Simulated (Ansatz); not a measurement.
Crystal: Sn.

```
Sn
1.0
    -1.72654    1.77555    2.33834
     1.72654   -1.77555    2.33834
     1.72654    1.77555   -2.33834
Sn
1
Direct
  0.00000 0.00000 0.00000
```

This isn't the form of Sn at room conditions, which is tetragonal (white tin).

```yaml
Program: Ansatz 0.2.0
Task: relaxation of cell and atoms
Functional: r2SCAN
Potentials_or_basis: Ansatz PAW
Cutoff: "500 eV (not typed: the program's choice for these potentials)"
k_mesh: 11 × 11 × 11
Occupations: fermi-dirac, width 0.05 eV
Spin: no spin polarisation
```

At the start: volume 28.67 Å³/atom.

Where does the relaxation end?

It ends after 7 steps and the volume is 27.35 Å³/atom (-4.6 %); space group I4/mmm (No. 139, to 0.05 Å).

The path:
```tsv
step	energy change (eV)	largest force (eV/Å)	volume (Å³)
1	0.0000	0.0000	28.67
2	-0.0111	0.0000	27.30
3	-0.0117	0.0000	27.32
4	-0.0119	0.0000	27.37
5	-0.0120	0.0000	27.36
6	-0.0120	0.0000	27.35
7	-0.0119	0.0000	27.35
```

Final structure:
```yaml
crystal:
  lattice:
    - [-1.70934, 1.70942, 2.34018]
    - [1.70934, -1.70942, 2.34018]
    - [1.70934, 1.70942, -2.34018]
  atoms:
    - { symbol: Sn, position: [0.00000, 0.00000, 0.00000] }
```

Caveat: the plane-wave basis is chosen anew once the cell has moved, so the energies of steps on either side of that aren't comparable; the PAW data sets come from PBE, with cores solved anew for the run's functional, which leaves a small shift of forces and pressure.
